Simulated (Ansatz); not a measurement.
## V_N-Cd_Al in AlN (P6_3mc): charge-transition levels and formation energies

Charge states of V_N-Cd_Al in AlN (P6_3mc), set against the band edges. Model: a cell of 72 host atoms with 1 site emptied and Cd put on another atom's site.

Program: Ansatz 0.2.0. Level of theory: place-levels on r2SCAN runs: charge-transition levels and formation energies with image-charge correction and potential alignment at the atomic sites; PAW set soft_1. Results are calculated unless marked as measured.

## (1) The starting structure

The cell holds 71 atoms: 35 Al, 35 N and 1 Cd. Cell: a = 9.320 Å, b = 9.320 Å, c = 9.956 Å, α = 90.0°, β = 90.0°, γ = 120.0°. It derives from AlN (space group P6_3mc). Nearest the centre at fractional (0.667, 0.500, 0.470): Cd57 at 0.94 Å, Al33 at 2.37 Å, N63 at 2.37 Å, Al26 at 2.39 Å, N66 at 2.39 Å, N58 at 2.39 Å, Al34 at 2.39 Å, N59 at 2.92 Å.

Coordinates:

```xyz
71
Lattice="9.3196 0.0000 0.0000 -4.6598 8.0710 0.0000 0.0000 0.0000 9.9565" Properties=species:S:1:pos:R:3 pbc="T T T"
Al    1.5533    0.8968    2.4852
Al    0.0000    1.7936    4.9743
N     1.5533    0.8968    4.3848
N     0.0000    1.7936    1.8957
Al    1.5533    0.8968    7.4634
Al    0.0000    1.7936    9.9525
N     1.5533    0.8968    9.3631
N     0.0000    1.7936    6.8739
Al    0.0000    3.5871    2.4852
Al   -1.5533    4.4839    4.9743
N     0.0000    3.5871    4.3848
N    -1.5533    4.4839    1.8957
Al    0.0000    3.5871    7.4634
Al   -1.5533    4.4839    9.9525
N     0.0000    3.5871    9.3631
N    -1.5533    4.4839    6.8739
Al   -1.5533    6.2774    2.4852
Al   -3.1065    7.1742    4.9743
N    -1.5533    6.2774    4.3848
N    -3.1065    7.1742    1.8957
Al   -1.5533    6.2774    7.4634
Al   -3.1065    7.1742    9.9525
N    -1.5533    6.2774    9.3631
N    -3.1065    7.1742    6.8739
Al    4.6598    0.8968    2.4852
Al    3.1065    1.7936    4.9743
N     4.6598    0.8968    4.3848
N     3.1065    1.7936    1.8957
Al    4.6598    0.8968    7.4634
Al    3.1065    1.7936    9.9525
N     4.6598    0.8968    9.3631
N     3.1065    1.7936    6.8739
Al    3.1065    3.5871    2.4852
Al    1.5533    4.4839    4.9743
N     1.5533    4.4839    1.8957
Al    3.1065    3.5871    7.4634
Al    1.5533    4.4839    9.9525
N     3.1065    3.5871    9.3631
N     1.5533    4.4839    6.8739
Al    1.5533    6.2774    2.4852
Al    0.0000    7.1742    4.9743
N     1.5533    6.2774    4.3848
N     0.0000    7.1742    1.8957
Al    1.5533    6.2774    7.4634
Al    0.0000    7.1742    9.9525
N     1.5533    6.2774    9.3631
N     0.0000    7.1742    6.8739
Al    7.7663    0.8968    2.4852
Al    6.2130    1.7936    4.9743
N     7.7663    0.8968    4.3848
N     6.2130    1.7936    1.8957
Al    7.7663    0.8968    7.4634
Al    6.2130    1.7936    9.9525
N     7.7663    0.8968    9.3631
N     6.2130    1.7936    6.8739
Al    6.2130    3.5871    2.4852
Cd    4.6598    4.4839    4.9743
N     6.2130    3.5871    4.3848
N     4.6598    4.4839    1.8957
Al    6.2130    3.5871    7.4634
Al    4.6598    4.4839    9.9525
N     6.2130    3.5871    9.3631
N     4.6598    4.4839    6.8739
Al    4.6598    6.2774    2.4852
Al    3.1065    7.1742    4.9743
N     4.6598    6.2774    4.3848
N     3.1065    7.1742    1.8957
Al    4.6598    6.2774    7.4634
Al    3.1065    7.1742    9.9525
N     4.6598    6.2774    9.3631
N     3.1065    7.1742    6.8739
```

Known beforehand: the electronic dielectric constant, (4.49, 4.49, 4.72), and the static one, (8.15, 8.15, 9.65), computed on the host (DFPT, PBEsol, on the r2SCAN cell), and a cell off the functional's own equilibrium shifts the ionic part.

The cell's shortest repeat is 9.3 Å.

## (2) Charge states

A transition level is the Fermi level at which two charge states cost the same, so each charge needs its own total energy, at its own relaxed structure.

Random displacements of about 0.05 Å break the site symmetry at the start, so that the relaxation can reach a distorted minimum if there is one. Forces are taken at one point at (¼, ¼, ¼). The cell holds 1 electron more than the neutral one, with a uniform background that keeps it neutral on the whole. The electron count is odd, so at least one spin is unpaired; this run locks the moment at 1 μB.

The sampling was tested on the host first: at the k-points planned (1x1x1 shifted 0.25 0.25 0.25) its energy lies -0.014 eV an atom from the dense-mesh value, under the bound of 0.02 eV set for this test; that bounds the host's error, not the defect's.

One state's input; the others differ in charge, spin, start and seed, and in occupations where the table says so.

The input, qm1_M1.relax/input.yaml:

```yaml
crystal:
  lattice:
    - [3.10652185, 3.0e-08, 0.0]
    - [-1.55326095, 2.69032682, 0.0]
    - [0.0, 0.0, 4.97823886]
  atoms:
    - { symbol: Al, position: [0.66666667, 0.33333333, 0.49920333] }
    - { symbol: Al, position: [0.33333333, 0.66666667, 0.99920333] }
    - { symbol: "N", position: [0.66666667, 0.33333333, 0.88079667] }
    - { symbol: "N", position: [0.33333333, 0.66666667, 0.38079667] }
  supercell: [3, 3, 2]
  defects: [{ vacancy: 34 }, { substitution: { at: 57, symbol: Cd } }]
total_charge: -1
basis:
  ecutwfc: 500
  xc_grid: 2
hamiltonian:
  xc: r2scan
  pseudopotentials: { kind: paw, azcp: { folder: soft_1 } }
kpoints:
  mp_grid: { grid: [1, 1, 1], shift: [0.25, 0.25, 0.25] }
magnetization:
  spin_polarized: true
  initial_magnetization: 1
  spin_locking: { lock_magnetization: hard }
scf:
  occupations: { method: fixed }
  max_iter: 80
output:
  forces: true
  charged_corrections:
    epsilon: [4.49, 4.49, 4.72]
    static_epsilon: [8.15, 8.15, 9.65]
    defect_position: [0.666667, 0.5, 0.47]
relax:
  f_tol: 0.02
  max_steps: 80
  random_displacement: { amplitude: 0.05, seed: 3996 }
checkpoint:
  write: "../qm1_M1.relax.run"
  compress: false
  write_wavefunctions: true
  write_every: 100000
```

Started as:

```bash
ansatz run input.yaml --threads 8 --pin off --max-ram 15073MiB --backend cpu --events-out ev --progress --plain --runs-dir out
```

Defect states can disperse in a cell of this size, so the energy is taken again at a 2×2×2 shifted mesh, on the relaxed structure.

The run of this state that the levels use, under r2SCAN:

The input, qm1_M1.point/input.yaml:

```yaml
crystal:
  checkpoint: "../qm1_M1.relax.run"
  host: checkpoint
total_charge: -1
basis:
  ecutwfc: 500
  xc_grid: 2
hamiltonian:
  xc: r2scan
  pseudopotentials: { kind: paw, azcp: { folder: soft_1 } }
kpoints:
  mp_grid: { grid: [2, 2, 2], shift: [0.5, 0.5, 0.5] }
magnetization:
  spin_polarized: true
  initial_magnetization: 1
  spin_locking: { lock_magnetization: hard }
scf:
  occupations: { method: fermi_dirac, width: 0.01 }
  max_iter: 80
output:
  forces: true
  eigenvalues: true
  charged_corrections:
    epsilon: [4.49, 4.49, 4.72]
    static_epsilon: [8.15, 8.15, 9.65]
    defect_position: [0.666667, 0.5, 0.47]
  eigenstates: { localisation: true }
  populations: true
  efg: {}
checkpoint:
  read: "../qm1_M1.relax.run"
  write: "../qm1_M1.point.run"
  compress: false
  write_wavefunctions: false
  write_every: 100000
```

Relaxations under r2SCAN at one point at (¼, ¼, ¼); times on 8 threads of Arm Neoverse V2, shared host:

```csv
charge,moment (μB),occupations,outcome,steps,largest displacement against the far atoms (Å),time
−1,1,fixed,converged,8,0.44,2 min
0,0,fixed,converged,8,0.46,47 s
0,2,fixed,converged,7,0.36,97 s
+1,1,fixed,converged,9,0.59,2.8 min
+2,0,fixed,converged,7,0.70,44 s
+2,2,fixed,converged,10,0.53,2.4 min
+3,1,fixed,converged,8,0.67,1.9 min
```

Single points under r2SCAN at a 2×2×2 shifted mesh; times on 8 threads of Arm Neoverse V2, shared host:

| charge | moment (μB) | occupations | outcome | time |
| --- | --- | --- | --- | --- |
| −1 | 1 | fermi-dirac | converged | 93 s |
| 0 | 0 | fermi-dirac | converged | 33 s |
| 0 | 2 | fermi-dirac | converged | 96 s |
| +1 | 1 | fermi-dirac | converged | 87 s |
| +2 | 0 | fermi-dirac | converged | 31 s |
| +2 | 2 | fermi-dirac | converged | 93 s |
| +3 | 1 | fermi-dirac | converged | 85 s |

Distances (Å) from the ideal centre to the nearest atoms after relaxation with r2SCAN:

```
charge  moment (μB)       1.       2.       3.       4.       5.       6.
    −1            1  Cd 0.51  Al 2.34  Al 2.41  Al 2.45   N 2.51   N 2.56
     0            0  Cd 0.48  Al 2.45  Al 2.46   N 2.51   N 2.51  Al 2.53
     0            2  Cd 0.60  Al 2.47   N 2.51  Al 2.53   N 2.55   N 2.56
    +1            1  Cd 0.64   N 2.53   N 2.53  Al 2.54  Al 2.55   N 2.59
    +2            0  Cd 0.87   N 2.55   N 2.56   N 2.60  Al 2.73  Al 2.73
    +2            2  Cd 0.59   N 2.53   N 2.53  Al 2.56  Al 2.57   N 2.58
    +3            1  Cd 0.87   N 2.56   N 2.56   N 2.61  Al 2.73  Al 2.74
```

(Continued in part 2 of 2.)

[Logs are printed without paths, hosts, clocks, repeated set-up lines and the standing remarks that a program may print on its own settings, such as how far it seeks lower states.]

[Hosts, paths, dates, database ids (printed as entryN), source tags and the programs' standing remarks are cut or masked in the printed files.]

[Where a table of states has a column of steps, it counts the stored structures, which are thinned; the runs took as many ionic steps or more.]

[A defect's name tells the site on which it was built; relaxed atoms can leave that site.]

[For some hosts the program warned that the k-mesh of the response run may be too coarse for force constants and the static dielectric constant; such warnings are not shown here.]
